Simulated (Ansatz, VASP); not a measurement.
## AlP in VASP and in Ansatz

```
CELL_PARAMETERS angstrom
0.00000 2.73648 2.73648
2.73648 0.00000 2.73648
2.73648 2.73648 0.00000
ATOMIC_POSITIONS crystal
Al 0.00000 0.00000 0.00000
P 0.25000 0.25000 0.25000
```

The cell was built by a generator and isn't the measured one.

Alike in both runs: task relaxation of cell and atoms; functional LDA; k mesh 8 × 8 × 8; occupations gaussian, width 0.02 eV; no spin polarisation.

|  | VASP | Ansatz |
| --- | --- | --- |
| version | VASP 6.6.1 | Ansatz 0.2.0 |
| potentials or method | VASP PAW LDA potentials, release 64 (Al, P) | scalar-relativistic, plane waves, PAW |
| plane-wave cutoff (eV) | 600 | 420 |
| valence electrons in the cell | 8 | 8 |

Ansatz gave:

```
gap on the k mesh at the Fermi level, each at its own relaxed structure (eV) : 1.42
relaxed volume (Å³/atom)                                                     : 20.05
relaxed cell length with the largest relative difference (Å)                 : 3.842
energy change over the relaxation (meV/atom)                                 : -3
```

Question: What did VASP give for the same quantities?

Answer: gap on the k mesh at the Fermi level, each at its own relaxed structure (eV): 1.42; relaxed volume (Å³/atom): 20.07; relaxed cell length with the largest relative difference (Å): 3.843; energy change over the relaxation (meV/atom): -2.

A k mesh can miss the band edges.
